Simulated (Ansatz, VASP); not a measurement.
## Pd in VASP and in Ansatz

File INCAR:

```
PREC     = Accurate       # precision mode
ENCUT    = 520            # plane-wave cutoff, eV
EDIFF    = 1E-7           # SCF threshold, eV
ISMEAR   = -1             # smearing method
SIGMA    = 0.1            # smearing width, eV
LREAL    = F              # projectors in reciprocal space
LASPH    = T              # aspherical terms in the spheres
NELM     = 60             # most SCF steps
ALGO     = Normal         # electronic algorithm
ISIF     = 2              # what is computed and relaxed
LWAVE    = F              # write WAVECAR
LCHARG   = F              # write CHGCAR
GGA      = RE             # functional
NBANDS   = 11             # bands
```

KPOINTS

```
Automatic mesh
0
Gamma
  13 13 13
```

Contents of POSCAR:

```
Pd
1.0
    2.6005229744      0.0000000000      0.0000000000
    0.0000000000      2.6005229744      0.0000000000
    0.0000000000      0.0000000000      2.6005229744
Pd
1
Direct
    0.0000000000      0.0000000000      0.0000000000
```

Input for Ansatz:

```yaml
crystal:
  lattice:
    - [2.6005229744, 0.0, 0.0]
    - [0.0, 2.6005229744, 0.0]
    - [0.0, 0.0, 2.6005229744]
  atoms:
    - { symbol: Pd, position: [0.0, 0.0, 0.0] }
hamiltonian:
  xc: revpbe
  pseudopotentials:
    kind: paw
    azcp:
      Pd: "pseudopotentials/Pd.paw.azcp"
basis:
  ecutwfc: 420
  fft_grid_basis: typed
kpoints:
  mp_grid: { grid: [13, 13, 13], shift: [0, 0, 0] }
magnetization:
  spin_polarized: false
scf:
  occupations: { method: fermi_dirac, width: 0.1 }
  lower_state_search: "off"
output:
  stress: true
  write_density: true
  write_potential: true
  elf: true
  volumetric_format: npy
```

Alike in both runs: task single point; functional revPBE; k mesh 13 × 13 × 13; occupations fermi-dirac, width 0.1 eV; no spin polarisation.

```csv
,VASP,Ansatz
version,VASP 6.6.1,Ansatz 0.2.0
potentials or method,"VASP PAW PBE potentials, release 64 (Pd)","plane waves (420 eV) with PAW, scalar-relativistic"
plane-wave cutoff (eV),520,420
valence electrons in the cell,10,18
```

VASP gave:

| Quantity | Value |
| --- | --- |
| pressure (GPa) | 4.5 |

Which values does Ansatz return?

Pressure (GPa): 4.8.

The functional is the same, so the differences come from potentials, cutoffs and numerics. The two sets of potentials don't hold the same shells in valence.

Caveats: the PAW data sets were made with another functional, which shifts forces and pressure a little (VASP).
